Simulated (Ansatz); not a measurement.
KCl, CsCl type, relaxed with r2SCAN in Ansatz. Space group Pm-3m (No. 221), cubic; a = 3.771 Å in the conventional setting, 26.82 Å³ an atom. K is surrounded by 8 Cl at 3.27 Å; Cl is surrounded by 8 K at 3.27 Å.

The axes x, y and z are those of this cell:
```yaml
crystal:
  lattice:
    - [3.77117, 0.00000, 0.00000]
    - [0.00000, 3.77117, 0.00000]
    - [0.00000, 0.00000, 3.77117]
  atoms:
    - { symbol: K, position: [0.00000, 0.00000, 0.00000] }
    - { symbol: Cl, position: [0.50000, 0.50000, 0.50000] }
```

Unstrained: The PBE gap is indirect, 5.030 eV (M to Γ), below the direct gap of 5.243 eV at Γ. With r2SCAN the valence top lies at M and the conduction bottom at Γ, 5.801 eV higher; the smallest vertical gap, at Γ, is 6.016 eV. HSE06 gives an indirect gap of 6.365 eV, from M to Γ; the least direct gap is 6.595 eV at Γ. Meshes: PBE 8×8×8, r2SCAN 8×8×8, HSE06 6×6×6. Strains are changes of length per length, and xy shears are angles. After each strain the atoms were relaxed again with r2SCAN within the symmetry that the strain leaves, so tilts or polar shifts that break it weren't tested; points keep the names that they have in the unstrained zone. No spin polarisation and no zero-point or thermal motion; the cell was built from a prototype and may be hypothetical.

Task: Apply uniaxial +2.85 % along [111], other directions held. How far does the gap move, against the unstrained cell?

Result: PBE: the gap goes from 5.030 to 4.907 eV (-0.123 eV). r2SCAN: the gap goes from 5.801 to 5.669 eV (-0.132 eV). HSE06: the gap goes from 6.365 to 6.234 eV (-0.131 eV). The r2SCAN energy rises by 2.0 meV an atom.

Task: Estimate what xy shear, engineering strain (angle) +1.86 % does to the gap.

Result: PBE: the gap goes from 5.030 to 5.031 eV (+0.001 eV). r2SCAN: the gap goes from 5.801 to 5.802 eV (+0.001 eV). HSE06: the gap goes from 6.365 to 6.366 eV (+0.001 eV). The r2SCAN energy rises by 0.2 meV an atom.

The meshes of the hybrids are coarse, so their gaps aren't converged to the digits shown.
